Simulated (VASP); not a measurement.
# C in VASP: relaxation of the atoms with PBEsol

Aim: the relaxation of the atoms of C with PBEsol.

Program: VASP 6.6.1. These are calculated values, not measurements. Logs are shortened: lines on timing, memory, paths and dates and some standing lists are left out, and cuts for length are marked.

### Step 1. The structure

The cell holds a slab with vacuum, 8 atoms: a = 2.522 Å, b = 4.368 Å, c = 19.783 Å, α = 90.00°, β = 90.00°, γ = 125.26°.

The slab is cut from a database's or a generator's crystal, which needn't be the stable form of the element.

### Step 2. Relaxation of the atoms, PBEsol

INCAR reads:

```
SYSTEM = C
PREC = Accurate
ENCUT = 520
EDIFF = 1E-7
ISMEAR = 0
SIGMA = 0.05
LREAL = .False.
LASPH = .True.
NELM = 80
ALGO = Fast
ISIF = 2
LWAVE = .False.
LCHARG = .False.
LDIPOL = .True.
IDIPOL = 3
DIPOL = 0.5 0.5 0.500
GGA = PS
IBRION = 2
NSW = 100
EDIFFG = -0.015
KPAR = 8
```

KPOINTS reads:

```
regular mesh
0
Gamma
  12 12 1
  0 0 0
```

POSCAR reads:

```
C
1.0
    2.5220660410      0.0000000000      0.0000000000
   -2.5220660410      3.5667400000      0.0000000000
    0.0000000000      0.0000000000     19.7830990610
C
8
Direct
    0.0000000000      0.5000000000      0.4043855806
    0.2500000000      0.2500000000      0.4043855806
    0.0000000000      0.0000000000      0.4681285269
    0.2500000000      0.7500000000      0.4681285269
    0.0000000000      0.5000000000      0.5318714731
    0.2500000000      0.2500000000      0.5318714731
    0.0000000000      0.0000000000      0.5956144194
    0.2500000000      0.7500000000      0.5956144194
```

Potentials or basis: VASP PAW PBE potentials, release 64 (C).

Started as:

```console
$ cat potpaw_PBE.64/C/POTCAR > POTCAR
$ mpirun -np 8 vasp_std > vasp.out
```

OUTCAR:

```text
SYSTEM = C
   PREC = Accurate
   ENCUT = 520
   EDIFF = 1E-7
   ISMEAR = 0
   LREAL = .False.
   LASPH = .True.
   NELM = 80
   ISIF = 2
   GGA = PS
   IBRION = 2
   NSW = 100
   EDIFFG = -0.015

 ion  position               nearest neighbor table
   1  0.000  0.500  0.404-   2 1.54   2 1.54   4 1.54
   2  0.250  0.250  0.404-   1 1.54   1 1.54   3 1.54
   3  0.000  0.000  0.468-   6 1.54   4 1.54   4 1.54   2 1.54
   4  0.250  0.750  0.468-   5 1.54   3 1.54   3 1.54   1 1.54
   5  0.000  0.500  0.532-   4 1.54   6 1.54   6 1.54   8 1.54
   6  0.250  0.250  0.532-   3 1.54   5 1.54   5 1.54   7 1.54
   7  0.000  0.000  0.596-   8 1.54   8 1.54   6 1.54
   8  0.250  0.750  0.596-   7 1.54   7 1.54   5 1.54

  LATTYP: Found a simple orthorhombic cell.
 ALAT       =     2.5220660410
 B/A-ratio  =     1.4142135622
 C/A-ratio  =     7.8440051685

  Lattice vectors:

 A1 = (   2.5220660410,   0.0000000000,   0.0000000000)
 A2 = (   0.0000000000,   3.5667400000,   0.0000000000)
 A3 = (   0.0000000000,   0.0000000000,  19.7830990610)

Analysis of symmetry for initial positions (statically):
=====================================================================
 Subroutine PRICEL returns:
 Original cell was already a primitive cell.

 Routine SETGRP: Setting up the symmetry group for a
 simple orthorhombic supercell.

 Subroutine GETGRP returns: Found  8 space group operations
 (whereof  2 operations were pure point group operations)
 out of a pool of  8 trial point group operations.

The static configuration has the point symmetry C_1h.
 The point group associated with its full space group is D_2h.

Analysis of symmetry for dynamics (positions and initial velocities):
=====================================================================
 Subroutine PRICEL returns:
 Original cell was already a primitive cell.

 Routine SETGRP: Setting up the symmetry group for a
 simple orthorhombic supercell.

 Subroutine GETGRP returns: Found  8 space group operations
 (whereof  2 operations were pure point group operations)
 out of a pool of  8 trial point group operations.

The dynamic configuration has the point symmetry C_1h.
 The point group associated with its full space group is D_2h.
[... 160 lines left out ...]
  free energy    TOTEN  =       -69.11365884 eV

  energy without entropy =      -69.11104345  energy(sigma->0) =      -69.11235114

------------------------ aborting loop because EDIFF is reached ----------------------------------------

  FORCE on cell =-STRESS in cart. coord.  units (eV):
  Direction    XX          YY          ZZ          XY          YZ          ZX
  --------------------------------------------------------------------------------------
  -------------------------------------------------------------------------------------
  Total       -6.9204916     -6.6141769     -6.7484223      0.0000000      0.0000000      0.0000000
  in kB      -62.3053435    -59.5475853    -60.7561996      0.0000000      0.0000000      0.0000000
  external PRESSURE =     -60.8697095 kB  Pullay stress =       0.0000000 kB
[... 107 lines left out ...]
  FREE ENERGIE OF THE ION-ELECTRON SYSTEM (eV)
  ---------------------------------------------------
  free  energy   TOTEN  =       -70.4481275947 eV

  energy  without entropy=      -70.4466904193  energy(sigma->0) =      -70.44740901

[... ionic steps 4 to 14 ...]

--------------------------------------- Ionic step       15  -------------------------------------------

 number of electron      32.0000001 magnetization

------------------------ aborting loop because EDIFF is reached ----------------------------------------
[... 37 lines left out ...]
--------------------------------------- Ionic step       16  -------------------------------------------

 number of electron      32.0000001 magnetization

 dipolmoment           0.000000      0.000000     -0.000000 electrons x Angstroem

------------------------ aborting loop because EDIFF is reached ----------------------------------------

  FORCE on cell =-STRESS in cart. coord.  units (eV):
  Direction    XX          YY          ZZ          XY          YZ          ZX
  --------------------------------------------------------------------------------------
  -------------------------------------------------------------------------------------
  Total       -2.0814029     15.8932301      0.0731204      0.0000000     -0.0000000      0.0000000
  in kB      -18.7389176    143.0871132      0.6583043      0.0000000     -0.0000000      0.0000000
  external PRESSURE =      41.6688333 kB  Pullay stress =       0.0000000 kB
[... 29 lines left out ...]
--------------------------------------- Ionic step       17  -------------------------------------------

 number of electron      32.0000001 magnetization

 dipolmoment           0.000000      0.000000      0.000000 electrons x Angstroem

 Free energy of the ion-electron system (eV)
  ---------------------------------------------------
  ext. energy  EPLUGINS =         0.00000000
  ---------------------------------------------------
  free energy    TOTEN  =       -71.08093327 eV

  energy without entropy =      -71.07993935  energy(sigma->0) =      -71.08043631

 E-fermi :  -1.1847     XC(G=0):  -4.2591

 val. band max:       -1.2437778519   @ k =  -0.4167   0.2500   0.0000
 cond. band min:      -1.1625402170   @ k =   0.0833   0.0000   0.0000
 fundamental gap:      0.0812376349
 Fermi energy:        -1.1847093709

 k-point     1 :       0.0000    0.0000    0.0000
  band No.  band energies     occupation
      1     -23.0153      2.00000
      2     -20.6038      2.00000
      3     -15.9417      2.00000
      4     -14.8203      2.00000
      5     -14.2716      2.00000
      6     -12.1330      2.00000
[... 565 lines left out ...]
     20       5.4125      0.00000
     21       7.3196      0.00000

 [... further k-points ...]

------------------------ aborting loop because EDIFF is reached ----------------------------------------

 vacuum level on the upper side and lower side of the slab       (xc-potential included)        -0.077        -0.077

  FORCE on cell =-STRESS in cart. coord.  units (eV):
  Direction    XX          YY          ZZ          XY          YZ          ZX
  --------------------------------------------------------------------------------------
  -------------------------------------------------------------------------------------
  Total       -2.0642494     15.9083040      0.0686487      0.0000000      0.0000000      0.0000000
  in kB      -18.5844847    143.2228239      0.6180457      0.0000000      0.0000000      0.0000000
  external PRESSURE =      41.7521283 kB  Pullay stress =       0.0000000 kB
[... 23 lines left out ...]
  FREE ENERGIE OF THE ION-ELECTRON SYSTEM (eV)
  ---------------------------------------------------
  free  energy   TOTEN  =       -71.0809332660 eV

  energy  without entropy=      -71.0799393489  energy(sigma->0) =      -71.08043631

 reached required accuracy - stopping structural energy minimisation

 vacuum level on the upper side and lower side of the slab         3.805         3.805
```

OSZICAR:

```text
N       E                     dE             d eps       ncg     rms          rms(c)
DAV:   1     0.253649664670E+03    0.25365E+03   -0.13815E+04  2066   0.125E+03
DAV:   2    -0.427743121756E+02   -0.29642E+03   -0.28796E+03  3164   0.284E+02
DAV:   3    -0.705936599972E+02   -0.27819E+02   -0.27205E+02  2448   0.986E+01
[... 233 lines left out ...]
       N       E                     dE             d eps       ncg     rms          rms(c)
DAV:   1    -0.710809328022E+02   -0.10286E-04   -0.74518E-04  2388   0.207E-01    0.445E-03
RMM:   2    -0.710809331533E+02   -0.35105E-06   -0.72837E-06  2075   0.209E-02    0.288E-03
RMM:   3    -0.710809332249E+02   -0.71634E-07   -0.18450E-06  2151   0.935E-03    0.953E-04
RMM:   4    -0.710809332660E+02   -0.41048E-07   -0.31135E-07  1419   0.398E-03
  17 F= -.71080933E+02 E0= -.71080436E+02  d E =-.672506E-04
```

Wall time 9.3 min (8 MPI ranks of Intel Xeon Platinum 8488C (Sapphire Rapids), shared host); peak memory 0.43 GiB.

What came out:

* Free energy: -71.0809 eV
* Energy gained by relaxing: 245.9 meV/atom
* Ionic steps: 17
* Largest force after relaxing: 0.013 eV/Å
* Band gap on the k mesh: none (metal or under the smearing width)

Forces on the atoms (eV/Å):
```
C    0.000  0.000 -0.013
C    0.000  0.000 -0.013
C    0.000 -0.008 -0.009
C    0.000  0.008 -0.009
C    0.000 -0.008  0.009
C    0.000  0.008  0.009
C    0.000  0.000  0.013
C    0.000  0.000  0.013
```

Step by step:
```
step  energy change (eV)  largest force (eV/Å)  pressure (GPa)
   1              0.0000                4.4373           -6.09
   2             -0.3006                5.6042            2.63
   3             -1.3345                1.7810           -2.19
   4             -1.8328                0.8622            1.48
   5             -1.8533                1.2212            2.49
   6             -1.8152                1.7860            4.81
   7             -1.9262                0.3264            3.47
   8             -1.9455                0.3419            3.94
   9             -1.9470                0.5029            4.11
  10             -1.9569                0.3519            4.28
  11             -1.9633                0.1972            4.57
  12             -1.9655                0.0925            4.48
  13             -1.9659                0.0916            4.42
  14             -1.9666                0.0654            4.34
  15             -1.9672                0.0404            4.20
  16             -1.9673                0.0210            4.17
  17             -1.9673                0.0134            4.18
```

Final structure:
```yaml
crystal:
  lattice:
    - [2.52207, 0.00000, 0.00000]
    - [-2.52207, 3.56674, 0.00000]
    - [0.00000, 0.00000, 19.78310]
  atoms:
    - { symbol: C, position: [0.96928, 0.46928, 0.41388] }
    - { symbol: C, position: [0.28072, 0.28072, 0.41388] }
    - { symbol: C, position: [0.98794, 0.98794, 0.46499] }
    - { symbol: C, position: [0.26206, 0.76206, 0.46499] }
    - { symbol: C, position: [0.98794, 0.48794, 0.53501] }
    - { symbol: C, position: [0.26206, 0.26206, 0.53501] }
    - { symbol: C, position: [0.96928, 0.96928, 0.58612] }
    - { symbol: C, position: [0.28072, 0.78072, 0.58612] }
```

Caveat: the PAW data sets were made with another functional, which shifts forces and pressure a little.
